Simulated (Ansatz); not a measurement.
Cell and atoms are relaxed with the symmetry kept. Start:

```
Ag O
1.0
     4.81198    0.00000    0.00000
     0.00000    4.81198    0.00000
     0.00000    0.00000    4.81198
Ag O
4 2
Cartesian
  1.2030 1.2030 1.2030
  1.2030 3.6090 3.6090
  3.6090 3.6090 1.2030
  3.6090 1.2030 3.6090
  0.0000 0.0000 0.0000
  2.4060 2.4060 2.4060
```

Computed with Ansatz 0.2.0, DFT PBEsol, scalar-relativistic, plane waves, PAW.

Plane waves to 420 eV, a k mesh through Γ of 8×8×8 on the computed 6-atom cell and Gaussian smearing (0.10 eV); no spin polarisation.

What does it relax to?

The volume falls by 1.19 Å³/atom to 17.38 Å³/atom, and the energy falls by 19.6 meV/atom. Final structure:
```yaml
crystal:
  lattice:
    - [4.70649, 0.00000, 0.00000]
    - [0.00000, 4.70649, 0.00000]
    - [0.00000, 0.00000, 4.70649]
  atoms:
    - { symbol: Ag, position: [0.25000, 0.25000, 0.25000] }
    - { symbol: Ag, position: [0.25000, 0.75000, 0.75000] }
    - { symbol: Ag, position: [0.75000, 0.75000, 0.25000] }
    - { symbol: Ag, position: [0.75000, 0.25000, 0.75000] }
    - { symbol: O, position: [0.00000, 0.00000, 0.00000] }
    - { symbol: O, position: [0.50000, 0.50000, 0.50000] }
```

Cost: 1 run of about 1 core-minutes, on Arm Neoverse V2 (shared hosts).